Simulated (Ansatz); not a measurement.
# A bimetallic surface: W on Al(110), one layer, both faces, part 3 of 3

Aim: core-level shifts, shell centres and work function of W on Al(110), one layer, both faces. Spin–orbit coupling is left out of the bands throughout.

Ansatz 0.2.0; DFT, PBE, plane-wave PAW, default files, scalar-relativistic.

So far, work function, upper face (eV): step 2 (the clean face) 3.90; step 3 (relaxation) 4.57; step 4 (bands by layer) 4.61.

### 6. Before relaxation

The unrelaxed cell shows how much of the result comes from relaxation.

input.yaml

```yaml
crystal:
  lattice:
    - [8.08, 0.0, 0.0]
    - [0.0, 5.713422792, 0.0]
    - [0.0, 0.0, 21.14177849]
  atoms:
    - { symbol: W, position: [0.0, 0.0, 0.668902027] }
    - { symbol: W, position: [0.5, 0.0, 0.668902027] }
    - { symbol: W, position: [0.0, 0.5, 0.668902027] }
    - { symbol: W, position: [0.5, 0.5, 0.668902027] }
    - { symbol: Al, position: [0.25, 0.25, 0.601341216] }
    - { symbol: Al, position: [0.75, 0.25, 0.601341216] }
    - { symbol: Al, position: [0.25, 0.75, 0.601341216] }
    - { symbol: Al, position: [0.75, 0.75, 0.601341216] }
    - { symbol: Al, position: [0.0, 0.0, 0.533780405] }
    - { symbol: Al, position: [0.5, 0.0, 0.533780405] }
    - { symbol: Al, position: [0.0, 0.5, 0.533780405] }
    - { symbol: Al, position: [0.5, 0.5, 0.533780405] }
    - { symbol: Al, position: [0.25, 0.25, 0.466219595] }
    - { symbol: Al, position: [0.75, 0.25, 0.466219595] }
    - { symbol: Al, position: [0.25, 0.75, 0.466219595] }
    - { symbol: Al, position: [0.75, 0.75, 0.466219595] }
    - { symbol: Al, position: [0.0, 0.0, 0.398658784] }
    - { symbol: Al, position: [0.5, 0.0, 0.398658784] }
    - { symbol: Al, position: [0.0, 0.5, 0.398658784] }
    - { symbol: Al, position: [0.5, 0.5, 0.398658784] }
    - { symbol: W, position: [0.25, 0.25, 0.331097973] }
    - { symbol: W, position: [0.75, 0.25, 0.331097973] }
    - { symbol: W, position: [0.25, 0.75, 0.331097973] }
    - { symbol: W, position: [0.75, 0.75, 0.331097973] }
kpoints:
  mp_grid: { grid: [6, 8, 1] }
scf:
  occupations: { method: fermi_dirac, width: 0.05 }
  n_extra_bands: 26
hamiltonian:
  xc: pbe
  pseudopotentials: { kind: paw }
output:
  forces: true
  write_potential: true
  volumetric_format: []
  dos:
    projected:
      site_lists:
        layer_1: [3, 2, 1, 0]
        layer_2: [7, 6, 5, 4]
        layer_3: [8, 9, 10, 11]
        middle: [12, 13, 14, 15]
        other_layers: [16, 17, 18, 19, 20, 21, 22, 23]
    de: 0.05
    e_range: [-30, 12]
    method: { smearing: { sigma: 0.15, scheme: gaussian } }
  eigenstates:
    kpoints:
      - [0.0, 0.0, 0.0]
      - [-0.125, 0.0, 0.0]
      - [-0.25, 0.0, 0.0]
      - [-0.375, 0.0, 0.0]
      - [0.5, 0.0, 0.0]
      - [0.375, 0.0, 0.0]
      # [... 9 more points ...]
      - [0.0, -0.2, 0.0]
      - [0.0, -0.1, 0.0]
    e_range: [-8.0, 4.0]
    unfold:
      supercell_matrix: [[2, 0, 0], [0, 2, 0], [0, 0, 1]]
      layers:
        axis: 3
        edges: [0.141899, 0.432438, 0.432538, 0.567459, 0.567559, 0.858099]
```

Launch:

```console
$ ansatz run input.yaml --threads 4 --pin off --max-ram 14336MiB --backend cpu --events-out ev --progress --plain --runs-dir out
```

It took 80 s on 4 threads of Arm Neoverse V1, shared host; peak memory 3.3 GiB.

Numbers from this step:

```yaml
free_energy: -91655.2073 eV
energy_at_zero_smearing: -91655.0968 eV
smearing_term_ts: 0.2209 eV
fermi_energy: 2.306 eV
symmetry_operations: 32
share_of_occupied_states_in_no_projected_shell: 0.0133 of the occupied states in the window
dos_at_the_fermi_level: 26.98 states/eV/cell
work_function_upper_face: 4.724 eV
work_function_lower_face: 4.724 eV
```

A(k,E), total over k along the path and E. Zero: Fermi level.

Values in eV⁻¹, 12 rows by 16 columns, each cell a mean:
```
1.0 2.4 1.7 0.6 2.4 2.5 1.5 1.8 2.3 1.3 3.0 4.5 5.1 4.5 3.0 1.0
4.0 2.3 1.5 1.7 2.2 3.7 2.4 2.3 2.4 3.9 2.0 0.4 1.3 2.9 4.2 4.4
2.2 0.8 1.5 2.2 2.2 3.3 4.6 3.4 3.7 2.9 1.6 0.3 1.7 3.0 2.4 2.6
0.8 2.1 1.9 1.3 1.3 3.4 3.4 2.5 1.8 2.2 2.8 4.3 3.2 3.4 1.2 0.4
0.3 0.7 1.8 2.6 3.4 3.1 3.1 3.2 3.4 2.7 1.9 0.7 2.1 0.8 1.7 0.4
2.2 2.0 1.5 2.8 2.3 0.6 1.1 1.3 1.5 2.4 2.9 3.7 2.8 1.8 0.8 2.2
0.7 1.1 1.1 0.6 0.3 0.8 0.8 1.1 0.2 0.6 3.0 2.5 0.6 0.8 1.8 0.4
1.5 0.9 1.7 1.2 1.0 0.2 0.9 1.1 2.2 2.1 1.2 2.9 1.9 0.2 0.7 2.2
0.6 1.2 0.6 0.2 0.1 0.6 0.3 1.1 0.3 0.6 1.9 0.9 0.9 1.6 0.2 0.2
0.7 1.3 1.0 0.2 0.7 0.7 0.2 1.0 2.2 1.9 0.2 0.1 1.6 0.8 1.8 0.5
1.5 0.7 0.4 1.0 0.6 0.1 0.8 0.6 0.3 0.1 0.1 0.0 0.4 1.2 0.7 2.0
0.8 0.8 0.0 0.1 0.0 0.6 0.4 0.5 0.1 0.0 0.0 0.0 0.1 1.3 0.9 0.1
```
Columns: k along the path (Å⁻¹) from 0 to 3.75 (not evenly spaced); rows upwards: E (eV) from -7.7 to 1.40.

Peaks of A(k,E) at the labelled points: for each region the eleven nearest the zero at most, each over 6 % of that point's highest, less those above the energy where the solved bands run out; weight and spread sum the levels within three half widths or 0.3 eV, so near peaks share levels. Peaks of the spectral function, the first 40 of 81 rows:

| point | weight on | E (eV) | A (1/eV) | weight near the peak | rms spread of levels (eV) |
| --- | --- | --- | --- | --- | --- |
| X | total | -6.42 | 6.391 | 2 | 0 |
| X | total | -4.26 | 6.416 | 2 | 0 |
| X | total | -2.7 | 6.384 | 2 | 0 |
| X | total | -0.64 | 6.594 | 2 | 0 |
| X | total | 0.1 | 7.261 | 4 | 0.141 |
| X | total | 0.38 | 7.182 | 4 | 0.141 |
| X | top | -6.42 | 2.445 | 0.765 | 0 |
| X | top | -4.26 | 2.558 | 0.797 | 0 |
| X | top | -2.7 | 2.56 | 0.801 | 0 |
| X | top | -0.64 | 3.205 | 0.976 | 0 |
| X | top | 0.1 | 2.977 | 1.794 | 0.14 |
| X | top | 0.38 | 3.512 | 1.794 | 0.14 |
| X | middle | -6.42 | 1.495 | 0.468 | 0 |
| X | middle | -4.26 | 1.299 | 0.406 | 0 |
| X | middle | -2.7 | 1.263 | 0.397 | 0 |
| X | middle | -0.64 | 0.183 | 0.048 | 0 |
| X | middle | 0.1 | 1.304 | 0.411 | 0.021 |
| Γ | total | -6.42 | 3.202 | 1 | 0 |
| Γ | total | -4.46 | 3.239 | 1 | 0 |
| Γ | total | -2.64 | 7.682 | 3 | 0.059 |
| Γ | total | -2.04 | 3.972 | 2 | 0.117 |
| Γ | total | -1.8 | 3.891 | 2 | 0.117 |
| Γ | total | -1 | 3.402 | 1 | 0 |
| Γ | total | -0.16 | 5.996 | 2 | 0.035 |
| Γ | total | 0.2 | 3.72 | 1 | 0 |
| Γ | top | -6.42 | 1.242 | 0.388 | 0 |
| Γ | top | -4.46 | 1.285 | 0.397 | 0 |
| Γ | top | -2.64 | 2.948 | 1.206 | 0.063 |
| Γ | top | -2.04 | 1.69 | 0.87 | 0.117 |
| Γ | top | -1.8 | 1.704 | 0.87 | 0.117 |
| Γ | top | -1 | 1.06 | 0.304 | 0 |
| Γ | top | -0.16 | 2.358 | 0.792 | 0.035 |
| Γ | top | 0.2 | 1.213 | 0.315 | 0 |
| Γ | middle | -6.42 | 0.717 | 0.224 | 0 |
| Γ | middle | -4.46 | 0.668 | 0.206 | 0 |
| Γ | middle | -2.64 | 1.783 | 0.588 | 0.031 |
| Γ | middle | -2.04 | 0.591 | 0.259 | 0.116 |
| Γ | middle | -1.82 | 0.482 | 0.259 | 0.116 |
| Γ | middle | -1 | 1.279 | 0.391 | 0 |
| Γ | middle | -0.12 | 1.393 | 0.414 | 0.021 |

The DOS has structure finer than the step of the table below, so its rows give means over 0.5 eV, whole bins alone (the curve runs from -12.3 to 1.73 eV). Peaks (eV: height): total -2.27: 19.2, -1.57: 19.2, -0.78: 29.2, 0.03: 27.3; W 5d -1.57: 11.6, -0.78: 20.0, 0.03: 18.6; Al 3p -3.58: 5.20, -2.67: 6.64, -1.57: 5.20, -0.78: 5.55; Al 3s -6.38: 1.86, -5.38: 2.19, -4.38: 2.00, 1.43: 2.39; W 6s -3.58: 1.27, -1.57: 1.21, 0.12: 2.77, 1.43: 1.40.

* holds the states left over by the projection beside any projected weight of its own. The DOS by E, zero at the Fermi level; means over each step; values in states/eV/cell:

| E (eV) | total | W 5d | Al 3p | Al 3s | W 6s | W 6p* |
| --- | --- | --- | --- | --- | --- | --- |
| -11.5 | 0 | 0 | 0 | 0 | 0 | 0 |
| -11.0 | 4.9e-4 | 0 | 8.3e-5 | 3.6e-4 | 4.7e-5 | 1.3e-6 |
| -10.5 | 0.648 | 0.00178 | 0.145 | 0.443 | 0.0559 | 0.00185 |
| -10.0 | 1.97 | 0.0115 | 0.698 | 1.13 | 0.129 | 0.00659 |
| -9.5 | 1.99 | 0.0209 | 0.962 | 0.916 | 0.0872 | 0.00807 |
| -9.0 | 1.99 | 0.0299 | 1.09 | 0.796 | 0.0666 | 0.00929 |
| -8.5 | 3.32 | 0.0476 | 1.73 | 1.25 | 0.269 | 0.0216 |
| -8.0 | 4.12 | 0.0886 | 2.20 | 1.48 | 0.325 | 0.0312 |
| -7.5 | 4.10 | 0.143 | 2.24 | 1.43 | 0.259 | 0.0347 |
| -7.0 | 4.16 | 0.186 | 2.35 | 1.38 | 0.215 | 0.0371 |
| -6.5 | 4.80 | 0.279 | 2.62 | 1.50 | 0.355 | 0.0471 |
| -6.0 | 6.18 | 0.438 | 3.25 | 1.80 | 0.628 | 0.0658 |
| -5.5 | 6.44 | 0.609 | 3.22 | 1.98 | 0.551 | 0.0777 |
| -5.0 | 6.46 | 0.789 | 3.27 | 1.81 | 0.507 | 0.0783 |
| -4.5 | 7.78 | 1.30 | 3.89 | 1.75 | 0.744 | 0.0953 |
| -4.0 | 9.12 | 2.12 | 4.28 | 1.59 | 1.02 | 0.105 |
| -3.5 | 9.81 | 2.78 | 4.28 | 1.59 | 1.03 | 0.125 |
| -3.0 | 11.6 | 4.09 | 5.09 | 1.45 | 0.821 | 0.162 |
| -2.5 | 16.8 | 8.06 | 6.25 | 1.50 | 0.737 | 0.222 |
| -2.0 | 16.3 | 9.37 | 4.99 | 1.07 | 0.672 | 0.234 |
| -1.5 | 16.8 | 10.3 | 4.43 | 0.810 | 0.955 | 0.283 |
| -1.0 | 24.4 | 16.6 | 4.86 | 1.18 | 1.18 | 0.495 |
| -0.5 | 20.9 | 14.2 | 3.67 | 0.977 | 1.55 | 0.544 |
| 0.0 | 25.7 | 17.3 | 3.43 | 1.46 | 2.49 | 1.01 |
| 0.5 | 20.2 | 13.5 | 3.43 | 1.31 | 1.03 | 0.929 |
| 1.0 | 20.6 | 12.6 | 4.01 | 1.91 | 1.00 | 1.11 |

From the Fermi level. Table of planar mean, electrostatic potential by z:

| z (Å) | planar mean, electrostatic potential (eV) |
| --- | --- |
| 0.0 | 4.72 |
| 0.5 | 4.72 |
| 1.0 | 4.72 |
| 1.5 | 4.72 |
| 2.0 | 4.72 |
| 2.5 | 4.72 |
| 3.0 | 4.72 |
| 3.5 | 4.71 |
| 4.0 | 4.68 |
| 4.5 | 4.59 |
| 5.0 | 4.30 |
| 5.5 | 3.35 |
| 6.0 | 0.448 |
| 6.5 | -7.37 |
| 7.0 | -12.5 |
| 7.5 | -9.46 |
| 8.0 | -5.04 |
| 8.5 | -3.73 |
| 9.0 | -4.88 |
| 9.5 | -4.72 |
| 10.0 | -4.29 |
| 10.5 | -5.03 |
| 11.0 | -4.45 |
| 11.5 | -4.47 |
| 12.0 | -5.11 |
| 12.5 | -3.93 |
| 13.0 | -4.33 |
| 13.5 | -8.01 |
| 14.0 | -12.3 |
| 14.5 | -9.59 |
| 15.0 | -1.31 |
| 15.5 | 2.83 |
| 16.0 | 4.13 |
| 16.5 | 4.54 |
| 17.0 | 4.67 |
| 17.5 | 4.71 |
| 18.0 | 4.72 |
| 18.5 | 4.72 |
| 19.0 | 4.72 |
| 19.5 | 4.72 |
| 20.0 | 4.72 |
| 20.5 | 4.72 |

Levels are drawn here with a half width of 0.1 eV, so heights of A(k,E) don't compare between steps with other widths.

The two runs compared:

| quantity | this run | base run | difference |
| --- | --- | --- | --- |
| work function, upper face (eV) | 4.7238 | 4.6145 | 0.109 |
| work function, lower face (eV) | 4.7238 | 4.6145 | 0.109 |
| DOS at the Fermi level (states/eV/cell) | 26.978 | 25.129 | 1.85 |

The two runs differ clearly in the work function, upper face: 4.72 eV against 4.61 eV.

### 7. Results

```
work function                                                                : 4.61 eV
change from the clean face                                                   : +0.72 eV
states held at the top                                                       : 0.07 eV at X (50 % on each face); 0.97 eV at S (50 % on each face); -1.03 eV at X (47 % on each face); 1.61 eV at X (50 % on each face)
W 5d centre of the filled part above −10 eV, from the plotted curve, layer 1 : -1.84 eV
Al core shifts among the listed atoms, from the last listed one              : -0.19 to +0.00 eV
```

In words: The Fermi level of W on Al(110), one layer, both faces lies 4.61 eV below the vacuum, a change of +0.72 eV from the clean face. 10 levels of weight over 0.3 between −3.0 and 2.1 eV at the labelled points keep to the outer layers (over 36 % in the top region, under 6 % in the middle), as surface states do (in so thin a slab a quantum-well level with a node in the middle can look the same); of these the nearest to the zero is at 0.07 eV (X), an empty state that only inverse or two-photon photoemission would see. Core shifts: Al -0.19 to +0.00 eV. Among the sites run, the most bound Al 2p level is that of Al9 (layer 3), tied with Al13, bonded to 11 Al and 1 W; the least bound, 0.19 eV shallower, that of Al8 (layer 2), bonded to 7 Al and 4 W. At 21.2 eV the valence spectrum has its highest listed peaks within 10.8 eV at 0.2 eV (W 5d), 0.8 eV (W 5d) and 2.0 eV (W 5d). At 1486.7 eV the valence spectrum has its highest listed peaks within 11.7 eV at 0.2 eV (W 5d), 0.8 eV (W 5d) and 2.0 eV (W 5d). The shell named is the one with most of the intensity, cross sections included, not always the one with most states there. With the starting positions, the work function moves from 4.61 to 4.72 eV. Spin–orbit coupling is left out, which matters for the heavy atoms here. The slab's own atoms span 6.6 Å, so bulk bands appear as a few quantum-well levels, and states of the two faces can mix.

[Logs are printed without paths, hosts, clocks, repeated set-up lines and the standing remarks that a program may print on its own settings, such as how far it seeks lower states.]

[Hosts, paths, dates, database ids (printed as entryN), source tags and the programs' standing remarks are cut or masked in the printed files.]

[Maps of the electrostatic potential energy from Ansatz leave out the sawtooth potential of an applied field or a dipole correction, so their vacuum need not be flat; work functions include it.]
